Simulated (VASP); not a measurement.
**TaC: single point with PBE**

Crystal: TaC.

```
CELL_PARAMETERS angstrom
0.00000 2.22300 2.22300
2.22300 0.00000 2.22300
2.22300 2.22300 0.00000
ATOMIC_POSITIONS crystal
Ta 0.00000 0.00000 0.00000
C 0.50000 0.50000 0.50000
```

```json
{
 "Program": "VASP 6.6.1",
 "Task": "single point",
 "Functional": "PBE",
 "Potentials or basis": "VASP PAW PBE potentials, release 64 (Ta_pv, C)",
 "Cutoff": "520 eV",
 "k mesh": "14 × 14 × 14",
 "Occupations": "gaussian, width 0.1 eV",
 "Spin": "no spin polarisation",
 "Further INCAR settings": "ALGO = Normal; EDIFF = 1e-07"
}
```

```yaml
Pressure: 7.5 GPa
Band_gap_on_the_k_mesh: none (metal or under the smearing width)
```

Levels at points of the mesh, in eV from the Fermi level:
```tsv
k point	band 5	band 6	band 7	band 8	band 9	band 10	band 11
(0.00, 0.00, 0.00)	-1.42	-1.42	-1.42	-0.57	-0.57	-0.57	0.58
(0.50, 0.00, 0.00)	-8.86	-5.60	-5.60	2.67	2.67	3.66	5.34
(0.50, 0.50, 0.00)	-4.71	-4.66	-1.86	-1.86	2.56	4.06	4.06
```

Run time: 11 s on 1 thread of Intel(R) Xeon(R) Platinum 8488C (Sapphire Rapids), with other jobs on the host, peak memory 0.16 GiB.

The run has no spin-orbit coupling, so splittings on Ta are missing.
